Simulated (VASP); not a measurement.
# CoPdO2 in VASP: work function with PBE

Aim: the work function of CoPdO2 with PBE.

All numbers are computed with VASP 6.6.1; they aren't measurements. Logs are shortened: lines on timing, memory, paths and dates and some standing lists are left out, and cuts for length are marked.

## 1. The cell of the first run

The cell holds a slab with vacuum, 8 atoms: a = 2.845 Å, b = 2.845 Å, c = 24.915 Å, α = 90.00°, β = 90.00°, γ = 120.00°.

## 2. Work function, PBE, collinear spin, ferromagnetic start (the (0 0 1) slab of CoPdO2, cut from the database cell, not relaxed)

Contents of INCAR:

```
PREC     = Accurate       # precision mode
ENCUT    = 520            # plane-wave cutoff, eV
EDIFF    = 1E-6           # SCF threshold, eV
ISMEAR   = 0              # smearing method
SIGMA    = 0.05           # smearing width, eV
LREAL    = False          # projectors in reciprocal space
LASPH    = True           # aspherical terms in the spheres
NELM     = 100            # most SCF steps
ALGO     = Fast           # electronic algorithm
ISIF     = 2              # what is computed and relaxed
LWAVE    = False          # write WAVECAR
LCHARG   = True           # write CHGCAR
ISPIN    = 2              # spin polarisation
MAGMOM   = 0 0 0 0 2 2 0 0 # initial moments
LORBIT   = 11             # projections on sites
LMAXMIX  = 4              # l up to which the mixer works
LDIPOL   = True         
IDIPOL   = 3            
DIPOL    = 0.5 0.5 0.490
GGA      = PE             # functional
LELF     = True           # ELF
LVHAR    = True         
LVACPOTAV= True
```

Contents of KPOINTS:

```
Automatic mesh
0
Gamma
  11 11 1
```

Contents of POSCAR:

```
CoPdO2
1.0
    2.8449990154      0.0000000000      0.0000000000
   -1.4224995077      2.4638414211      0.0000000000
    0.0000000000      0.0000000000     24.9147580000
O Co Pd
4 2 2
Direct
    0.0000000000      0.0000000000      0.3010264037
    0.6666666667      0.3333333333      0.3792738424
    0.6666666667      0.3333333333      0.5402420525
    0.3333333333      0.6666666667      0.6184894912
    0.3333333333      0.6666666667      0.3401501231
    0.0000000000      0.0000000000      0.5793657719
    0.6666666667      0.3333333333      0.4597579475
    0.3333333333      0.6666666667      0.6989735963
```

Potentials or basis: VASP PAW PBE potentials, release 64 (O, Co, Pd).

The run is started by

```sh
> cat potpaw_PBE.64/O/POTCAR potpaw_PBE.64/Co/POTCAR potpaw_PBE.64/Pd/POTCAR > POTCAR
> mpirun -np 1 vasp_std > vasp.out
```

OUTCAR:

```text
PREC = Accurate
   ENCUT = 520
   EDIFF = 1E-6
   ISMEAR = 0
   LREAL = False
   LASPH = True
   NELM = 100
   ISIF = 2
   ISPIN = 2
   LORBIT = 11
   GGA = PE

 ion  position               nearest neighbor table
   1  0.000  0.000  0.301-   5 1.91   5 1.91   5 1.91
   2  0.667  0.333  0.379-   5 1.91   5 1.91   5 1.91   7 2.01
   3  0.667  0.333  0.540-   6 1.91   6 1.91   6 1.91   7 2.01
   4  0.333  0.667  0.618-   6 1.91   6 1.91   6 1.91   8 2.01
   5  0.333  0.667  0.340-   2 1.91   2 1.91   2 1.91   1 1.91   1 1.91   1 1.91
   6  0.000  0.000  0.579-   4 1.91   4 1.91   4 1.91   3 1.91   3 1.91   3 1.91
   7  0.667  0.333  0.460-   3 2.01   2 2.01
   8  0.333  0.667  0.699-   4 2.01

  LATTYP: Found a hexagonal cell.
 ALAT       =     2.8449990154
 C/A-ratio  =     8.7573872135

  Lattice vectors:

 A1 = (   2.8449990154,   0.0000000000,   0.0000000000)
 A2 = (  -1.4224995077,   2.4638414211,   0.0000000000)
 A3 = (   0.0000000000,   0.0000000000,  24.9147580000)

Analysis of symmetry for initial positions (statically):
=====================================================================
 Subroutine PRICEL returns:
 Original cell was already a primitive cell.

 Routine SETGRP: Setting up the symmetry group for a
 hexagonal supercell.

 Subroutine GETGRP returns: Found  6 space group operations
 (whereof  6 operations were pure point group operations)
 out of a pool of 24 trial point group operations.

The static configuration has the point symmetry C_3v.

Analysis of symmetry for dynamics (positions and initial velocities):
=====================================================================
 Subroutine PRICEL returns:
 Original cell was already a primitive cell.

 Routine SETGRP: Setting up the symmetry group for a
 hexagonal supercell.

 Subroutine GETGRP returns: Found  6 space group operations
 (whereof  6 operations were pure point group operations)
 out of a pool of 24 trial point group operations.

The dynamic configuration has the point symmetry C_3v.

Analysis of structural, dynamic, and magnetic symmetry:
=====================================================================
 Subroutine PRICEL returns:
 Original cell was already a primitive cell.

 Routine SETGRP: Setting up the symmetry group for a
 hexagonal supercell.

 Subroutine GETGRP returns: Found  6 space group operations
 (whereof  6 operations were pure point group operations)
 out of a pool of 24 trial point group operations.

The overall configuration has the point symmetry C_3v.

[... 152 lines left out ...]
  free energy    TOTEN  =       -49.75319809 eV

  energy without entropy =      -49.74760645  energy(sigma->0) =      -49.75040227

 E-fermi :   0.2499     XC(G=0):  -6.5079

 val. band max:        0.2283986530   @ k =   0.3636   0.2727   0.0000
 cond. band min:       0.2668149735   @ k =   0.2727   0.0909   0.0000
 fundamental gap:      0.0384163205
 Fermi energy:         0.2498595890

 spin component 1

 k-point     1 :       0.0000    0.0000    0.0000
  band No.  band energies     occupation
      1     -20.5135      1.00000
      2     -19.7875      1.00000
      3     -18.8815      1.00000
      4     -17.6273      1.00000
      5      -7.7451      1.00000
      6      -6.5259      1.00000
[... 661 lines left out ...]
     38       7.0561      0.00000
     39       7.2658      0.00000
 Fermi energy:         0.2498595890

 spin component 2

 k-point     1 :       0.0000    0.0000    0.0000
  band No.  band energies     occupation
      1     -20.4670      1.00000
      2     -19.7453      1.00000
      3     -18.8282      1.00000
      4     -17.5429      1.00000
      5      -7.6681      1.00000
      6      -6.3966      1.00000
[... 661 lines left out ...]
     38       7.0694      0.00000
     39       7.5296      0.00000

------------------------ aborting loop because EDIFF is reached ----------------------------------------

  FORCE on cell =-STRESS in cart. coord.  units (eV):
  Direction    XX          YY          ZZ          XY          YZ          ZX
  --------------------------------------------------------------------------------------
  -------------------------------------------------------------------------------------
  Total       -0.9412458     -0.9412458      0.4119650      0.0000000     -0.0000000      0.0000000
  in kB       -8.6349952     -8.6349952      3.7793697      0.0000000     -0.0000000      0.0000000
  external PRESSURE =      -4.4968735 kB  Pullay stress =       0.0000000 kB

 VOLUME and BASIS-vectors are now :
 -----------------------------------------------------------------------------
  energy-cutoff  :      520.00
  volume of cell :      174.64
      direct lattice vectors                 reciprocal lattice vectors
     2.844999015  0.000000000  0.000000000     0.351493971  0.202935138  0.000000000
    -1.422499508  2.463841421  0.000000000     0.000000000  0.405870277  0.000000000
     0.000000000  0.000000000 24.914758000     0.000000000  0.000000000  0.040136854

 POSITION                                       TOTAL-FORCE (eV/Angst)
 -----------------------------------------------------------------------------------
      0.00000      0.00000      7.50000         0.000000     -0.000000      1.238130
      1.42250      0.82128      9.44952         0.000000     -0.000000      0.122257
      1.42250      0.82128     13.46000        -0.000000      0.000000      0.093158
     -0.00000      1.64256     15.40952        -0.000000     -0.000000     -0.627358
     -0.00000      1.64256      8.47476        -0.000000      0.000000     -1.372076
      0.00000      0.00000     14.43476        -0.000000     -0.000000     -0.007446
      1.42250      0.82128     11.45476        -0.000000      0.000000     -0.096028
     -0.00000      1.64256     17.41476        -0.000000     -0.000000      0.649364
 -----------------------------------------------------------------------------------
    total drift:                               -0.000000      0.000000      0.000117

  FREE ENERGIE OF THE ION-ELECTRON SYSTEM (eV)
  ---------------------------------------------------
  free  energy   TOTEN  =       -49.7531980938 eV

  energy  without entropy=      -49.7476064502  energy(sigma->0) =      -49.75040227

 vacuum level on the upper side and lower side of the slab         4.787         7.985

 total charge

# of ion       s       p       d       tot
------------------------------------------
    1        1.588   3.311   0.000   4.899
    2        1.561   3.437   0.000   4.999
    3        1.561   3.432   0.000   4.992
    4        1.570   3.411   0.000   4.981
    5        0.434   0.660   7.241   8.335
    6        0.424   0.645   7.318   8.387
    7        0.471   0.458   8.447   9.376
    8        0.422   0.317   8.499   9.238
--------------------------------------------------
tot          8.030  15.672  31.505  55.207

 magnetization (x)

# of ion       s       p       d       tot
------------------------------------------
    1        0.001   0.057   0.000   0.058
    2        0.000   0.016   0.000   0.016
    3        0.001   0.005   0.000   0.006
    4        0.009   0.041   0.000   0.051
    5        0.004   0.006   0.347   0.357
    6        0.002   0.004   0.134   0.140
    7        0.003   0.002  -0.005  -0.000
    8       -0.003   0.006   0.422   0.425
--------------------------------------------------
tot          0.016   0.138   0.898   1.051
```

OSZICAR:

```text
N       E                     dE             d eps       ncg     rms          rms(c)
DAV:   1     0.631109694720E+03    0.63111E+03   -0.29132E+04  2496   0.154E+03
DAV:   2     0.399193156163E+02   -0.59119E+03   -0.53766E+03  2785   0.383E+02
[... 49 lines left out ...]
RMM:  52    -0.497531509605E+02   -0.22644E-04   -0.44114E-07  1457   0.421E-03    0.975E-03
RMM:  53    -0.497531747914E+02   -0.23831E-04   -0.10877E-06  1531   0.327E-03    0.572E-03
RMM:  54    -0.497531902411E+02   -0.15450E-04   -0.11035E-06  1473   0.237E-03    0.351E-03
RMM:  55    -0.497531979882E+02   -0.77471E-05   -0.94555E-07  1396   0.211E-03    0.237E-03
RMM:  56    -0.497531949264E+02    0.30618E-05   -0.11878E-07  1094   0.182E-03    0.212E-03
RMM:  57    -0.497531981010E+02   -0.31747E-05   -0.12202E-07   788   0.135E-03    0.129E-03
RMM:  58    -0.497531980938E+02    0.72450E-08   -0.44313E-08   507   0.114E-03
   1 F= -.49753198E+02 E0= -.49750402E+02  d E =-.559164E-02  mag=     1.1000
```

stdout:

```text
POSCAR found type information on POSCAR O CoPd
 POSCAR found :  3 types and       8 ions
 scaLAPACK will be used
 LDA part: xc-table for (Slater+PW92), standard interpolation
 POSCAR, INCAR and KPOINTS ok, starting setup
 FFT: planning ... GRIDC
 FFT: planning ... GRID_SOFT
 FFT: planning ... GRID
 WAVECAR not read
 entering main loop
 -----------------------------------------------------------------------------
|                                                                             |
|           W    W    AA    RRRRR   N    N  II  N    N   GGGG   !!!           |
|           W    W   A  A   R    R  NN   N  II  NN   N  G    G  !!!           |
|           W    W  A    A  R    R  N N  N  II  N N  N  G       !!!           |
|           W WW W  AAAAAA  RRRRR   N  N N  II  N  N N  G  GGG   !            |
|           WW  WW  A    A  R   R   N   NN  II  N   NN  G    G                |
|           W    W  A    A  R    R  N    N  II  N    N   GGGG   !!!           |
|                                                                             |
|     Did not find any points to average over, which means that no vacuum     |
|     field-free region was found. Please increase the size of  your cell     |
|     in the dimension of the dipole correction to obtain accurate            |
|     workfunction values.                                                    |
|                                                                             |
 -----------------------------------------------------------------------------
```

Wall time 9.1 min (1 thread of Intel Xeon Platinum 8559C (Emerald Rapids), shared host); peak memory 0.51 GiB.

What came out:

```
Free energy                                           : -49.7532 eV
Largest force                                         : 1.372 eV/Å
Band gap on the k mesh                                : none (metal or under the smearing width)
Net moment                                            : 1.10 μB per cell
Site moments                                          : O +0.06, +0.02, +0.01, +0.05; Co +0.36, +0.14; Pd -0.00, +0.42 μB
Valence electrons inside the program's atomic spheres : O 4.90, 5.00, 4.99, 4.98; Co 8.34, 8.39; Pd 9.38, 9.24
Work function of the upper face                       : 4.54 eV
Work function of the lower face                       : 7.74 eV
```

Forces in eV/Å, atoms in the order of the input:
```
O    0.000  0.000  1.238
O    0.000  0.000  0.122
O    0.000  0.000  0.093
O    0.000  0.000 -0.627
Co   0.000  0.000 -1.372
Co   0.000  0.000 -0.007
Pd   0.000  0.000 -0.096
Pd   0.000  0.000  0.649
```

Caveat: semilocal functionals often make such compounds metallic where correlation or magnetic order opens a gap, which also shifts bond lengths.
